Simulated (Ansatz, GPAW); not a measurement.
This is a calculation of SiO2 for Ansatz 0.2.0. The cell comes from a database or a generator and needn't be the stable form of this composition.

Contents of input.yaml:

```yaml
crystal:
  lattice:
    - [4.233169, 0.0, 0.0]
    - [0.0, 4.233169, 0.0]
    - [0.0, 0.0, 2.693495]
  atoms:
    - { symbol: Si, position: [0.0, 0.0, 0.0] }
    - { symbol: Si, position: [0.5, 0.5, 0.5] }
    - { symbol: O, position: [0.806839, 0.193161, 0.5] }
    - { symbol: O, position: [0.306839, 0.306839, 0.0] }
    - { symbol: O, position: [0.193161, 0.806839, 0.5] }
    - { symbol: O, position: [0.693161, 0.693161, 0.0] }
hamiltonian:
  xc: pbe
  pseudopotentials: { kind: paw }
kpoints:
  mp_grid: { grid: [6, 6, 10] }
scf:
  occupations: { method: fermi_dirac, width: 0.05 }
output:
  forces: true
  stress: true
  eigenvalues: true
```

Potentials or basis: Ansatz PAW.

Launch:

```bash
$ ansatz run input.yaml --threads 2 --pin off --max-ram 5120MiB --backend cpu --events-out ev --progress --plain --runs-dir out
```

Problem. Translate it to GPAW 26.7.0 (ASE script). Potentials or basis there: GPAW PAW data sets (gpaw-data 1.2.1), cutoff 800 eV.

Solution. As run (cutoffs and basis follow the program's own potentials, and thresholds, step limits or extra output files can differ):

Contents of run.py:

```python
from ase import Atoms
from ase.dft.bandgap import bandgap
from ase.io import write
from ase.units import Bohr, GPa
from gpaw import GPAW, PW
from gpaw.elf import elf_from_dft_calculation

atoms = Atoms(['Si', 'Si', 'O', 'O', 'O', 'O'],
              cell=[[4.233169, 0.0, 0.0],
                    [0.0, 4.233169, 0.0],
                    [0.0, 0.0, 2.693495]],
              scaled_positions=[[0.0, 0.0, 0.0],
                                [0.5, 0.5, 0.5],
                                [0.806839, 0.193161, 0.5],
                                [0.306839, 0.306839, 0.0],
                                [0.193161, 0.806839, 0.5],
                                [0.693161, 0.693161, 0.0]],
              pbc=True)

calc = GPAW(mode=PW(800),
            xc='PBE',
            kpts={'size': (6, 6, 10), 'gamma': True},
            occupations={'name': 'fermi-dirac', 'width': 0.05},
            nbands=30,
            convergence={'density': 1e-05, 'energy': 1e-05},
            maxiter=150,
            txt='gpaw.txt')
atoms.calc = calc
energy = atoms.get_potential_energy()
forces = atoms.get_forces()
stress = atoms.get_stress()
calc.write('gs.gpw')
write('result.traj', atoms)
print(f'Energy: {energy:.6f} eV')
print('Forces (eV/A):')
print(forces.round(4))
print('Stress (GPa):', (stress / GPa).round(3))
print('Fermi level:', round(calc.get_fermi_level(), 4), 'eV')
print(f'Gap: {bandgap(calc)[0]:.4f} eV, direct: {bandgap(calc, direct=True)[0]:.4f} eV')

# fields on the real-space grid
write('density.cube', atoms, data=calc.get_pseudo_density() * Bohr**3)
write('potential.cube', atoms, data=calc.get_electrostatic_potential())
write('elf.cube', atoms, data=elf_from_dft_calculation(calc).data)
```

Potentials or basis: GPAW PAW data sets (gpaw-data 1.2.1), pw.

The run is started by

```sh
$ OMP_NUM_THREADS=1 python run.py
```

Both were run:

|  | Ansatz | GPAW |
| --- | --- | --- |
| Pressure | -0.1 GPa | 3.6 GPa |

Ansatz's pressure holds a Pulay term of +1.03 GPa for its cutoff of 420 eV, which the other run lacks.

Where Ansatz's input types no cutoff or centring, it takes its own default and a Γ-centred mesh.

The two runs disagree by more than potentials and bases usually give (in gap, levels, pressure or energy); the cause wasn't traced.

Pressure is positive in compression.
